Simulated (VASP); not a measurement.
# C₃NH₃O: harmonic vibrations of a molecule, by functional

C₃NH₃O, molecule in box, 8 atoms in the cell.

| Functional | Zero-point energy (eV) | Vibrational entropy at 298 K (meV/K) | Displaced cells | Ionic steps, all stages | Electronic steps, all stages |
|---|---|---|---|---|---|
| PBE | 1.544 | 0.092 | 48 | 71 | 1242 |
| r2SCAN | 1.584 | 0.083 | 48 | 70 | 1534 |

## Input of the first row

INCAR.step1:
```
PREC     = Accurate       # precision mode
ENCUT    = 400            # plane-wave cutoff, eV
EDIFF    = 1E-8           # SCF threshold, eV
ISMEAR   = 0              # smearing method
SIGMA    = 0.01           # smearing width, eV
ISYM     = 0            
LREAL    = False          # projectors in reciprocal space
LASPH    = True           # aspherical terms in the spheres
NELM     = 100            # most SCF steps
ALGO     = Normal         # electronic algorithm
LWAVE    = False          # write WAVECAR
LCHARG   = False          # write CHGCAR
IBRION   = 2              # ionic algorithm
NSW      = 60             # ionic steps
ISIF     = 2              # what is computed and relaxed
EDIFFG   = -0.002         # ionic threshold
POTIM    = 0.5            # step
```

INCAR.step2, as INCAR.step1 but for:
```
- IBRION = 2
- NSW = 60
- ISIF = 2
- EDIFFG = -0.002
- POTIM = 0.5
+ IBRION = 5
+ NFREE = 2
+ POTIM = 0.015
+ NSW = 1
```

KPOINTS:
```
k-points
0
Gamma
  1 1 1
```

POSCAR.step1:
```
H3C3NO
1.0
   13.0000000000      0.0000000000      0.0000000000
    0.0000000000     13.0000000000      0.0000000000
    0.0000000000      0.0000000000     11.0000000000
C O N H
3 1 1 3
Direct
    0.4693192300      0.5668038500      0.5318227300
    0.5512653800      0.5103961500      0.4971409100
    0.4131423100      0.4257192300      0.4653863600
    0.5158961500      0.4190653800      0.4540772700
    0.3806884600      0.5109038500      0.5106590900
    0.4674423100      0.6430576900      0.5702409100
    0.6332423100      0.5218500000      0.4965227300
    0.3687576900      0.3601730800      0.4359409100
```

Commands (each step's output is kept before the next begins):
```
cat potpaw_PBE.64/C/POTCAR potpaw_PBE.64/O/POTCAR potpaw_PBE.64/N/POTCAR potpaw_PBE.64/H/POTCAR > POTCAR
cp INCAR.step1 INCAR
cp POSCAR.step1 POSCAR
mpirun -np 4 vasp_gam > vasp.out
cp CONTCAR POSCAR
cp INCAR.step2 INCAR
mpirun -np 4 vasp_gam > vasp.out
```

Changes of the last row against the first:
```
(all steps)
+ METAGGA = R2SCAN
+ LMIXTAU = True
```

VASP 6.6.1 took 1912 s on 4 cores (Intel Xeon Platinum 8259CL @ 2.50GHz (Skylake/Cascade Lake)), a shared host.
